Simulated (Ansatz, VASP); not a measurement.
# Cross-check of Si24HO47 (H_O) between VASP and Ansatz, part 2 of 3

Wanted: the spread between two codes on one cell, functional and k mesh. Of the first pair: The structure shown is the start of the Ansatz relaxation below; VASP solves that cell, so the two are compared at the walk's first step.

VASP 6.6.1 and Ansatz 0.2.0.

So far: Starting point; Ansatz: relaxation, r2SCAN.

**3. VASP: single point, r2SCAN, start cell, pair 1**

Level of this step: r2SCAN, spin-polarised from a ferromagnetic start; plane waves and PAW (Si, O, H) (VASP).

The same cell, functional and mesh now go to VASP, with its own data sets.

Lines of VASP's logs that name or quote its potential files are left out, and so is its time.

INCAR reads:

```
SYSTEM = Si24HO47
PREC = Accurate
ENCUT = 580
EDIFF = 1E-06
NELM = 200
ISMEAR = 0
SIGMA = 0.01
LREAL = Auto
ALGO = Normal
METAGGA = R2SCAN
LASPH = .TRUE.
NBANDS = 239
ISPIN = 2
MAGMOM = -0 0 0 0.02 0 0 -0 -0 0 -0 0 0.11 0 0 0 0 -0 -0 0 -0 -0 0 0 -0 0.01 0 -0 0 0 0.01 -0 0.05 0 0 0 -0 0 -0 -0 0 0 0 0 0 0.06 0.04 0 0 -0 -0 0 0 0 0 0 -0 0 0 0 -0 0 0 -0 0 0 0 -0 -0 -0 0 0 0.02
LORBIT = 11
LWAVE = .FALSE.
LCHARG = .FALSE.
ISIF = 2
ISYM = 0
NUPDOWN = 1
GGA_COMPAT = .FALSE.
LMIXTAU = .TRUE.
```

POSCAR reads:

```
Si24HO47
1.0
    9.8422041343      0.0000000000      0.0000000000
   -4.9211020672      8.5235988096      0.0000000000
    0.0000000000      0.0000000000     10.8330695259
Si O H
24 47 1
Direct
    0.2628132950      0.2625662059      0.9961686759
    0.9947204679      0.2303536386      0.3348196918
    0.2369481934      0.9967435117      0.1657054813
    0.2678418370      0.2709992635      0.4984074908
    0.0003944104      0.2298320280      0.8346689716
    0.2386234033      0.0040182558      0.6694175628
    0.2658908526      0.7702760473      0.0019874330
    0.9951814996      0.7323075780      0.3359573195
    0.2384229365      0.5057111551      0.1670468371
    0.2600606249      0.7644709876      0.4992580346
    0.0045221126      0.7366564453      0.8362720260
    0.2366852337      0.4964850053      0.6658127674
    0.7666170026      0.2616818377      0.9978350550
    0.4983676843      0.2308036833      0.3297452298
    0.7376820594      0.0048565167      0.1641737825
    0.7688308043      0.2652191933      0.5033681347
    0.4982324560      0.2344841709      0.8290059413
    0.7353713317      0.0008217186      0.6621170466
    0.7619652913      0.7657991825      0.0031630001
    0.4985099951      0.7289355282      0.3342657399
    0.7367165428      0.4980657930      0.1634193333
    0.7644533417      0.7601733898      0.4987732228
    0.4970120213      0.7301453458      0.8303185887
    0.7369693610      0.4966450316      0.6668708239
    0.1385597785      0.2123048070      0.3921212718
    0.2952186665      0.4333493496      0.0574273061
    0.0727516295      0.3692460274      0.2289872685
    0.2102517872      0.1370235773      0.1112705865
    0.3680659718      0.0727585864      0.2784790583
    0.4246558340      0.2881383855      0.4430108187
    0.1313489439      0.2091871098      0.8914214920
    0.0692981274      0.3596243874      0.7253947721
    0.2018320164      0.1293372699      0.6085708196
    0.3703301400      0.0754893578      0.7719338439
    0.4312237462      0.2970117501      0.9376744030
    0.1333964981      0.7046430896      0.3966394741
    0.2971214923      0.9322211401      0.0561719833
    0.0689643811      0.8596605922      0.2250836657
    0.2046297401      0.6295290428      0.1100881885
    0.3641340505      0.5718301751      0.2788507904
    0.4268465759      0.7948051230      0.4368605767
    0.1398924394      0.7090149519      0.8941263579
    0.2977674556      0.9334492598      0.5585152930
    0.0666762562      0.8626285873      0.7238484883
    0.2116165382      0.6355164199      0.6096795543
    0.3646207426      0.5698570649      0.7786371148
    0.4273939279      0.7898607326      0.9445471549
    0.6332320568      0.2107532323      0.3911360478
    0.7878900961      0.4268777873      0.0586134889
    0.5674151305      0.3603732494      0.2244223573
    0.7094236427      0.1329651976      0.1107320503
    0.8621136277      0.0742364832      0.2729055687
    0.9232437519      0.2887906922      0.4429282936
    0.6344550078      0.2031361446      0.8888947843
    0.7886056975      0.4236502774      0.5610156000
    0.5708027313      0.3694987376      0.7240908019
    0.7067271495      0.1303102158      0.6052079685
    0.8653227035      0.0678022292      0.7769598432
    0.9283148719      0.2973777927      0.9441053596
    0.6315146737      0.7086037406      0.3946599798
    0.7891782254      0.9285889889      0.0569826491
    0.5686906017      0.8603294411      0.2235477206
    0.7041208706      0.6286988771      0.1081365717
    0.8634073709      0.5666268566      0.2727976584
    0.9245993742      0.7879063938      0.4394934408
    0.6402872870      0.7096083632      0.8931243335
    0.7927844498      0.9312731837      0.5557988884
    0.5736021219      0.8630841461      0.7290416609
    0.7104680198      0.6391075087      0.6052097224
    0.8692222899      0.5772754103      0.7762597646
    0.9308192814      0.7934995711      0.9448587933
    0.2947979651      0.4238072533      0.5579568178
```

KPOINTS reads:

```
Points of the shifted mesh
1
Reciprocal
 0.2500000000  0.2500000000  0.2500000000 1
```

The projector-augmented-wave data sets are Si, O and H (PBE family, release 64).

Launch:

```bash
$ export OMP_NUM_THREADS=3
$ mpirun -np 1 vasp_std
```

Numbers of over 12 decimals in the logs are rounded to 6 here.

The log of the run:

```text
[banner, memory and clock lines left out]
running    1 mpi-ranks, on    1 nodes
[...]
Offloading initialized ...    1 GPUs detected
[...]
|                                                                             |
|               ----> ADVICE to this user running VASP <----                  |
|                                                                             |
|     You enforced a specific xc type in the INCAR file but a different       |
|     [... a line on the potential file left out ...]
|     I HOPE YOU KNOW WHAT YOU ARE DOING!                                     |
|                                                                             |

 LDA part: xc-table for (None), standard interpolation
 POSCAR, INCAR and KPOINTS ok, starting setup
[...]
entering main loop
       N       E                     dE             d eps       ncg     rms          rms(c)
DAV:   1     0.241028550262E+04    0.24103E+04   -0.21506E+05   964   0.163E+03
DAV:   2    -0.672354894054E+03   -0.30826E+04   -0.30148E+04  1154   0.361E+02
DAV:   3    -0.886250055073E+03   -0.21390E+03   -0.21274E+03  1136   0.100E+02
DAV:   4    -0.889694981723E+03   -0.34449E+01   -0.34326E+01  1152   0.133E+01
[...]
DAV:  16    -0.702492675746E+03    0.76197E-05   -0.15120E-05  1160   0.141E-02    0.468E-03
DAV:  17    -0.702492673667E+03    0.20789E-05   -0.42054E-06   968   0.104E-02    0.553E-03
DAV:  18    -0.702492674079E+03   -0.41171E-06   -0.23364E-06   800   0.591E-03
   1 F= -.70249267E+03 E0= -.70249267E+03  d E =-.122269E-11  mag=     1.0000
```

From OUTCAR (step 3):

```text
  Total       11.7195575      6.7786573      8.9821774     -8.2073140     12.9016475      4.0364369
  in kB       20.6611694     11.9505354     15.8352641    -14.4692072     22.7451527      7.1160968
  external PRESSURE =      16.1489896 kB  Pullay stress =       0.0000000 kB

 POSITION                                       TOTAL-FORCE (eV/Angst)
 -----------------------------------------------------------------------------------
      1.29455      2.23801     10.79156         0.817388      2.025183      2.149632
      8.65665      1.96344      3.62712         1.380491      2.006522     -0.729155
     -2.57298      8.49584      1.79510        -1.254856      0.969861      1.917734
      1.30254      2.30989      5.39928         1.309764     -2.681920      0.226039
     -1.12715      1.95900      9.04203        -3.760086      0.866125     -0.867483
      2.32881      0.03425      7.25185        -1.335917     -2.234184     -1.520460
     -1.17365      6.56552      0.02153         2.455404     -2.399777      0.370026
      6.19102      6.24190      3.63945         2.107934     -1.492875     -1.987397
     -0.14205      4.31048      1.80963         0.636298     -2.936620      1.135312
     -1.20247      6.51604      5.40850         2.931401      1.567796      1.693386
     -3.58065      6.27896      9.05939        -0.878049      0.295771     -0.058137
     -0.11375      4.23184      7.21280        -1.443256      1.271362      1.732199
      6.25744      2.23047     10.80962        -2.424845      0.687501      1.205076
      3.76923      1.96728      3.57215        -0.149442      2.344878      2.196722
[...]
-----------------------------------------------------------------------------------
    total drift:                               -0.002871     -0.002144     -0.010265

  FREE ENERGIE OF THE ION-ELECTRON SYSTEM (eV)
  ---------------------------------------------------
  free  energy   TOTEN  =      -702.4926740788 eV

  energy  without entropy=     -702.4926740788  energy(sigma->0) =     -702.49267408

 magnetization (x)
# of ion       s       p       d       tot
------------------------------------------
    1        0.000  -0.000   0.000   0.000
    2        0.000   0.001   0.000   0.001
    3        0.000   0.000   0.000   0.000
    4        0.099   0.108   0.000   0.206
    5        0.001   0.002   0.000   0.003
    6        0.001   0.001   0.000   0.003
    7        0.000   0.000   0.000   0.000
    8       -0.000  -0.000   0.000  -0.000
    9        0.000   0.000   0.000   0.000
   10        0.000   0.001   0.000   0.001
   11        0.000   0.000   0.000   0.000
   12        0.121   0.122   0.000   0.243
   13        0.000   0.000   0.000   0.000
[...]
--------------------------------------------------
tot          0.246   0.407   0.000   0.652

[... 3 further parts left out ...]
[key lines of the parts left out:]
E-fermi :   0.8457
```

The run ends at a pressure of 1.61 GPa, with forces up to 4.4 eV/Å.

**4. Differences**

Known differences besides the potentials themselves: VASP starts from the moments at which Ansatz ended; VASP keeps PBE cores, Ansatz makes them for the functional; fixed occupations in Ansatz, narrow Gaussian smearing in VASP; the cutoff is 500 eV in Ansatz and 580 eV in VASP (PREC = Accurate, projectors in real space). Total energies have different zeros and are not compared.

Forces on 10 of the 72 atoms, those with the largest forces and the largest differences (eV/Å; atoms numbered as in POSCAR):

```tsv
atom	Ansatz x, y, z	VASP x, y, z
Si4	1.342, -2.712, 0.167	1.310, -2.682, 0.226
Si5	-3.784, 0.870, -0.893	-3.760, 0.866, -0.867
Si10	2.914, 1.557, 1.686	2.931, 1.568, 1.693
Si15	-0.693, -4.018, 1.743	-0.706, -4.019, 1.754
Si18	0.723, -1.766, 2.843	0.680, -1.765, 2.873
Si22	-1.473, 2.828, -0.170	-1.462, 2.874, -0.175
O29	-1.700, -3.343, -2.305	-1.715, -3.343, -2.320
O39	-1.821, 3.395, -1.809	-1.820, 3.432, -1.829
O49	2.021, -2.228, -2.332	2.026, -2.257, -2.343
O51	-1.938, 2.701, -2.001	-1.932, 2.720, -2.022
```

The forces differ by 16 meV/Å r.m.s., which is 1.1 % of the r.m.s. force of 1.425 eV/Å (both taken over all components). Moments aren't recorded for both runs of this pair, so they may hold unlike magnetic states.

**5. Ansatz: relaxation, r2SCAN**

This run makes the geometry at which the two programs are then compared.

The structure compared here is the end of the Ansatz relaxation.

input.yaml reads:

```yaml
crystal:
  lattice:
    - [9.84220413, 0.0, 0.0]
    - [-4.92110207, 8.52359881, 0.0]
    - [0.0, 0.0, 10.83306953]
  atoms:
    - { symbol: Si, position: [0.26551436, 0.26551436, 0.0] }
    - { symbol: Si, position: [0.0, 0.23448564, 0.33333333] }
    - { symbol: Si, position: [0.23448564, 0.0, 0.16666667] }
    - { symbol: O, position: [0.13451903, 0.2066065, 0.39229212] }
    - { symbol: O, position: [0.2933935, 0.42791253, 0.05895878] }
    - { symbol: O, position: [0.07208747, 0.36548097, 0.22562545] }
    - { symbol: O, position: [0.2066065, 0.13451903, 0.10770788] }
    - { symbol: O, position: [0.36548097, 0.07208747, 0.27437455] }
    - { symbol: O, position: [0.42791253, 0.2933935, 0.44104122] }
    - { symbol: Si, position: [0.26551436, 0.26551436, 0.5] }
    - { symbol: Si, position: [0.0, 0.23448564, 0.83333333] }
    - { symbol: Si, position: [0.23448564, 0.0, 0.66666667] }
    - { symbol: O, position: [0.13451903, 0.2066065, 0.89229212] }
    - { symbol: H, position: [0.2933935, 0.42791253, 0.55895878] }
    - { symbol: O, position: [0.07208747, 0.36548097, 0.72562545] }
    - { symbol: O, position: [0.2066065, 0.13451903, 0.60770788] }
    - { symbol: O, position: [0.36548097, 0.07208747, 0.77437455] }
    - { symbol: O, position: [0.42791253, 0.2933935, 0.94104122] }
    - { symbol: Si, position: [0.26551436, 0.76551436, 0.0] }
    - { symbol: Si, position: [0.0, 0.73448564, 0.33333333] }
    - { symbol: Si, position: [0.23448564, 0.5, 0.16666667] }
    - { symbol: O, position: [0.13451903, 0.7066065, 0.39229212] }
    - { symbol: O, position: [0.2933935, 0.92791253, 0.05895878] }
    - { symbol: O, position: [0.07208747, 0.86548097, 0.22562545] }
    - { symbol: O, position: [0.2066065, 0.63451903, 0.10770788] }
    - { symbol: O, position: [0.36548097, 0.57208747, 0.27437455] }
    - { symbol: O, position: [0.42791253, 0.7933935, 0.44104122] }
    - { symbol: Si, position: [0.26551436, 0.76551436, 0.5] }
    - { symbol: Si, position: [0.0, 0.73448564, 0.83333333] }
    - { symbol: Si, position: [0.23448564, 0.5, 0.66666667] }
    - { symbol: O, position: [0.13451903, 0.7066065, 0.89229212] }
    - { symbol: O, position: [0.2933935, 0.92791253, 0.55895878] }
    - { symbol: O, position: [0.07208747, 0.86548097, 0.72562545] }
    - { symbol: O, position: [0.2066065, 0.63451903, 0.60770788] }
    - { symbol: O, position: [0.36548097, 0.57208747, 0.77437455] }
    - { symbol: O, position: [0.42791253, 0.7933935, 0.94104122] }
    - { symbol: Si, position: [0.76551436, 0.26551436, 0.0] }
    - { symbol: Si, position: [0.5, 0.23448564, 0.33333333] }
    - { symbol: Si, position: [0.73448564, 0.0, 0.16666667] }
    - { symbol: O, position: [0.63451903, 0.2066065, 0.39229212] }
    - { symbol: O, position: [0.7933935, 0.42791253, 0.05895878] }
    - { symbol: O, position: [0.57208747, 0.36548097, 0.22562545] }
    - { symbol: O, position: [0.7066065, 0.13451903, 0.10770788] }
    - { symbol: O, position: [0.86548097, 0.07208747, 0.27437455] }
    - { symbol: O, position: [0.92791253, 0.2933935, 0.44104122] }
    - { symbol: Si, position: [0.76551436, 0.26551436, 0.5] }
    - { symbol: Si, position: [0.5, 0.23448564, 0.83333333] }
    - { symbol: Si, position: [0.73448564, 0.0, 0.66666667] }
    - { symbol: O, position: [0.63451903, 0.2066065, 0.89229212] }
    - { symbol: O, position: [0.7933935, 0.42791253, 0.55895878] }
    - { symbol: O, position: [0.57208747, 0.36548097, 0.72562545] }
    - { symbol: O, position: [0.7066065, 0.13451903, 0.60770788] }
    - { symbol: O, position: [0.86548097, 0.07208747, 0.77437455] }
    - { symbol: O, position: [0.92791253, 0.2933935, 0.94104122] }
    - { symbol: Si, position: [0.76551436, 0.76551436, 0.0] }
    - { symbol: Si, position: [0.5, 0.73448564, 0.33333333] }
    - { symbol: Si, position: [0.73448564, 0.5, 0.16666667] }
    - { symbol: O, position: [0.63451903, 0.7066065, 0.39229212] }
    - { symbol: O, position: [0.7933935, 0.92791253, 0.05895878] }
    - { symbol: O, position: [0.57208747, 0.86548097, 0.22562545] }
    - { symbol: O, position: [0.7066065, 0.63451903, 0.10770788] }
    - { symbol: O, position: [0.86548097, 0.57208747, 0.27437455] }
    - { symbol: O, position: [0.92791253, 0.7933935, 0.44104122] }
    - { symbol: Si, position: [0.76551436, 0.76551436, 0.5] }
    - { symbol: Si, position: [0.5, 0.73448564, 0.83333333] }
    - { symbol: Si, position: [0.73448564, 0.5, 0.66666667] }
    - { symbol: O, position: [0.63451903, 0.7066065, 0.89229212] }
    - { symbol: O, position: [0.7933935, 0.92791253, 0.55895878] }
    - { symbol: O, position: [0.57208747, 0.86548097, 0.72562545] }
    - { symbol: O, position: [0.7066065, 0.63451903, 0.60770788] }
    - { symbol: O, position: [0.86548097, 0.57208747, 0.77437455] }
    - { symbol: O, position: [0.92791253, 0.7933935, 0.94104122] }
  host:
    repeats: [2, 2, 2]
    atoms:
      - { symbol: Si, position: [0.53102872, 0.53102872, 0.0] }
      - { symbol: Si, position: [0.0, 0.46897128, 0.66666667] }
      # ... 7 more atoms of the perfect host
basis:
  ecutwfc: 500
  xc_grid: 2
hamiltonian:
  xc: r2scan
  pseudopotentials: { kind: paw, azcp: { folder: soft_1 } }
kpoints:
  mp_grid: { grid: [1, 1, 1], shift: [0.25, 0.25, 0.25] }
magnetization:
  spin_polarized: true
  initial_magnetization: 1
  spin_locking: { lock_magnetization: hard }
scf:
  occupations: { method: fixed }
  max_iter: 60
output:
  forces: true
  charged_corrections:
    epsilon: [2.49, 2.49, 2.52]
    static_epsilon: [4.64, 4.64, 4.86]
    defect_position: [0.293394, 0.427913, 0.558959]
relax:
  f_tol: 0.02
  max_steps: 80
  random_displacement: { amplitude: 0.05, seed: 5508 }
checkpoint:
  write: "../q0_M1.relax.run"
  compress: false
  write_wavefunctions: true
  write_every: 100000
```

Launch:

```bash
$ ansatz run input.yaml --threads 8 --pin off --max-ram 22609MiB --backend cpu --events-out ev --progress --plain --runs-dir out
```

The log of the run:

```text
[...]
Crystal: 72 atoms, lattice volume = 908.797 Å³
Basis set: ecut = 500 eV, 23025 PW (Γ), exchange–correlation on 144×144×160 points (8 copies of the dense FFT grid, shifted against one another)
Bands: 262, of which v1, the nominal top of the filled ones, is band 190 counted from 1 (189 counted from 0)
Symmetry: 1 space group operations
k-points: 1
[...]
Starting moments: Σ|m| = 1 μB on 72 of 72 sites
[...]
- { symbol: Si, position: [0.262010, 0.764817, -0.00141586] }
    - { symbol: Si, position: [0.000351138, 0.737418, 0.332753] }
[...]
- { symbol: Si, position: [0.736363, 0.499110, 0.165915] }
[...]
- { symbol: Si, position: [0.761751, 0.761865, 0.500238] }
    - { symbol: Si, position: [0.498213, 0.738598, 0.837971] }
    - { symbol: Si, position: [0.736283, 0.496111, 0.663270] }
[...]
- { symbol: O, position: [0.572124, 0.867637, 0.728968] }
    - { symbol: O, position: [0.703231, 0.627298, 0.604659] }
    - { symbol: O, position: [0.867728, 0.573039, 0.769954] }
    - { symbol: O, position: [0.924288, 0.790340, 0.939658] }
```

(Continued in part 3 of 3.)

[Lines on the potential files, build, host, timing and source positions are cut from VASP's logs without a mark.]

[Logs are printed without paths, hosts, clocks, repeated set-up lines and the standing remarks that a program may print on its own settings, such as how far it seeks lower states.]

[Hosts, paths, dates, database ids (printed as entryN), source tags and the programs' standing remarks are cut or masked in the printed files.]
